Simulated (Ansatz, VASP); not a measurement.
AlN: VASP beside Ansatz

```
Al N
1.0
     3.11950    0.00000    0.00000
    -1.55975    2.70157    0.00000
     0.00000    0.00000    5.33910
Al N
2 2
Direct
  0.33333 0.66667 0.00523
  0.66667 0.33333 0.50523
  0.33333 0.66667 0.37977
  0.66667 0.33333 0.87977
```

Alike in both runs: functional LDA; k mesh 9 × 9 × 6; occupations gaussian, width 0.05 eV; no spin polarisation.

Ansatz relaxed the structure, and its values are those at the end. VASP's run is a single point on that final structure, the one shown.

|  | VASP | Ansatz |
| --- | --- | --- |
| version | VASP 6.6.1 | Ansatz 0.2.0 |
| potentials or method | VASP PAW LDA potentials, release 64 (Al, N) | scalar-relativistic, plane waves, PAW |
| plane-wave cutoff (eV) | 520 | 520 |
| valence electrons in the cell | 16 | 16 |

VASP gave:

- gap on the k mesh at the Fermi level (eV): 3.49
- least direct gap on the mesh (eV): 3.49
- pressure (GPa): -15.8
- rms of the force components (eV/Å): 0.008

Problem. Which values does Ansatz return?

Solution. gap on the k mesh at the Fermi level (eV): 3.48; least direct gap on the mesh (eV): 3.48; pressure (GPa): -16.2; rms of the force components (eV/Å): 0.000.

Ansatz warned: «pseudo_functional_mismatch».

Caveats: so large a pressure means that the cell lies far from this level's equilibrium, or that cutoff or potentials fall short (VASP).
